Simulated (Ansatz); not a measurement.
A series in volume scale on ZrS₂

Periodic Kohn-Sham DFT of a crystal at fixed atoms, scaled to volume_scale times the given cell; pressure positive in compression, energy less spherical unpolarised free atoms, largest_vzz the field gradient of largest size among the nuclei. The results are calculated, by Ansatz 0.2.0.

The cell before it is scaled or strained (space group P-3m1, No. 164):
```
CELL_PARAMETERS angstrom
3.63000 0.00000 0.00000
-1.81500 3.14370 0.00000
0.00000 0.00000 5.85000
ATOMIC_POSITIONS crystal
Zr 0.00000 0.00000 0.00000
S 0.33333 0.66667 0.24920
S 0.66667 0.33333 0.75080
```

Settings of every row: method frozen-core PAW; functional PBEsol; relativity scalar; k mesh 10x10x5; filling fermi-dirac; smearing width 0.01 eV; wave cutoff 420 eV; paw set soft_2.

Atom start moment: 0 on all atoms.

Limits: PAW files made with PBE; a layered crystal: even scaling strains the bonds within the layers, so this curve is stiffer than the crystal under pressure.

```csv
row,volume scale,V (Å³/atom),pressure (GPa),largest V_zz (1e21 V/m^2)
1,0.94,20.918,6.406,-1.927
2,0.96,21.363,3.91,-1.784
3,0.98,21.808,?,?
4,0.99,22.03,0.61,-1.582
5,1,22.252,-0.383,-1.518
6,1.01,22.475,-1.327,-1.456
7,1.02,22.698,-2.224,-1.395
8,1.04,23.143,-3.886,-1.279
9,1.06,23.588,-5.387,-1.167
```

Question: what pressure and largest V_zz should row 3 give?

Worked fit of pressure. Take u = (V_r/V)^(2/3) − 1 with V_r = 22.364 Å³ an atom, which is twice the finite (Eulerian) strain; such expansions in the strain, on which the Birch-Murnaghan equation of state is built, carry the rest volume and the bulk modulus. The shown rows have u = 0.04557, 0.031, 0.01008, 0.00335, -0.0033, -0.00983, -0.02257, -0.0349. Least squares give pressure = −0.8617 + 142.252 × u + 368.61 × u² + 215 × u³ GPa; a parabola predicts inner rows, each left out in turn, worse (root mean square 0.0036 against 0.0018 GPa). The rows lie off it by -0.001, 0.001, 0.000, -0.002, 0.000, 0.001, 0.001, -0.001. The pressure vanishes at u = 0.0060, or V = 22.17 Å³ an atom, and there the bulk modulus at fixed shape and fractions is B = −V dP/dV = (2/3)(1 + u) dP/du = 98.4 GPa. Letting shape and atoms relax would as a rule lower it, by much in layered, chain or molecular crystals. The withheld row has u = 0.01693, so the fit gives −0.8617 + 142.252 × (0.01693) + 368.61 × (0.01693)² + 215 × (0.01693)³ = 1.653 GPa.

The calculation gave 1.654 GPa. The fit lies 0.001 GPa (0.0085 % of the column's range) below it, one unit of the last digit.

Worked fit of largest V_zz. Take t = volume scale − 1. The shown rows have t = -0.06, -0.04, -0.01, 0, 0.01, 0.02, 0.04, 0.06. Least squares give largest V_zz = −1.5183 + 6.326 × t − 8.02 × t² 1e21 V/m^2; a straight line predicts inner rows, each left out in turn, worse (root mean square 0.0096 against 0.00059 1e21 V/m^2). The rows lie off it by 0.000, 0.000, 0.000, 0.000, 0.000, 0.000, -0.001, 0.001. The withheld row has t = -0.02, so the fit gives −1.5183 + 6.326 × (-0.02) − 8.02 × (-0.02)² = -1.648 1e21 V/m^2.

The calculation gave -1.648 1e21 V/m^2. The fit meets it to the printed digit.
